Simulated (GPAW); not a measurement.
Ag:

```
Ag
1.0
     2.93000    0.00000    0.00000
    -1.46500    2.53745    0.00000
     0.00000    0.00000    4.79000
Ag
2
Cartesian
  1.4650 0.8458 3.5925
  0.0000 1.6916 1.1975
```

This isn't the form of Ag at room conditions, which is fcc.

```yaml
Program: GPAW 26.7.0
Task: relaxation of cell and atoms
Functional: PBEsol
Potentials_or_basis: PAW data sets generated in the run's folder for this functional
Cutoff: 600 eV
Basis: pw
k_mesh: 8 × 8 × 4
Occupations: fermi-dirac, width 0.05 eV
Spin: no spin polarisation
```

At the start: pressure -5.9 GPa; volume 17.81 Å³/atom.

Question: How do energy, volume and symmetry change on relaxing?

Answer: Over 6 steps the energy falls by 21.2 meV/atom and the volume is 16.77 Å³/atom (-5.8 %); space group P6_3/mmc (No. 194, to 0.05 Å).

The path:
```tsv
step	energy change (eV)	largest force (eV/Å)	pressure (GPa)	volume (Å³)
1	0.0000	0.0000	-5.93	35.61
2	-0.0168	0.0000	-4.73	35.11
3	-0.0412	0.0000	0.73	33.32
4	-0.0418	0.0000	0.00	33.53
5	-0.0419	0.0000	-0.01	33.53
6	-0.0424	0.0000	-0.01	33.53
```

Final structure:
```
CELL_PARAMETERS angstrom
2.88726 0.00000 0.00000
-1.44363 2.50044 0.00000
0.00000 0.00000 4.64445
ATOMIC_POSITIONS crystal
Ag 0.66667 0.33333 0.75000
Ag 0.33333 0.66667 0.25000
```

Caveat: later steps reuse the first step's grids.
